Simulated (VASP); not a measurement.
A run of VASP 6.6.1 is set up as follows.

File INCAR:

```
SYSTEM = La
PREC     = Accurate       ! precision mode
ENCUT    = 600            ! plane-wave cutoff, eV
EDIFF    = 1E-7           ! SCF threshold, eV
ISMEAR   = 1              ! smearing method
SIGMA    = 0.1            ! smearing width, eV
LREAL    = .FALSE.        ! projectors in reciprocal space
LASPH    = .TRUE.         ! aspherical terms in the spheres
NELM     = 80             ! most SCF steps
ALGO     = Normal         ! electronic algorithm
ISIF     = 3              ! what is computed and relaxed
LWAVE    = .FALSE.        ! write WAVECAR
LCHARG   = .FALSE.        ! write CHGCAR
GGA      = PE             ! functional
IVDW     = 12             ! dispersion correction
IBRION   = 2              ! ionic algorithm
NSW      = 90             ! ionic steps
EDIFFG   = -0.005         ! ionic threshold
```

Contents of KPOINTS:

```
regular mesh
0
G
  12 12 3
  0 0 0
```

The input POSCAR:

```
La                                      
1.0
    3.6729510738     -0.0000000000      0.0000000000
   -1.8364755369      3.1808689368      0.0000000000
    0.0000000000     -0.0000000000     11.8253869601
  La            
     4
Direct
     0.0000000000000000    1.0000000000000000    0.0000000000000000
     0.0000000000000000    1.0000000000000000    0.5000000000000000
     0.3333333332999970    0.6666666667000030    0.7500000000000000
     0.6666666667000030    0.3333333332999970    0.2500000000000000
```

Potentials or basis: VASP PAW PBE potentials, release 64 (La).

The run is started by

```sh
$ cat potpaw_PBE.64/La/POTCAR > POTCAR
$ mpirun -np 1 vasp_std > vasp.out
```

What does it give for the band gap on the k mesh?

None (metal or under the smearing width).

What does it give for the relaxed cell?

a = 3.673 Å, b = 3.673 Å, c = 11.820 Å, α = 90.00°, β = 90.00°, γ = 120.00°.

Final structure:
```xyz
4
Lattice="3.6726 0.0000 0.0000 -1.8363 3.1806 0.0000 0.0000 0.0000 11.8202" Properties=species:S:1:pos:R:3 pbc="T T T"
La    1.8363    3.1806   11.8202
La    1.8363    3.1806    5.9101
La    0.0000    2.1204    8.8651
La    1.8363    1.0602    2.9550
```

 Spin-orbit coupling is left out, which matters for the levels of La.
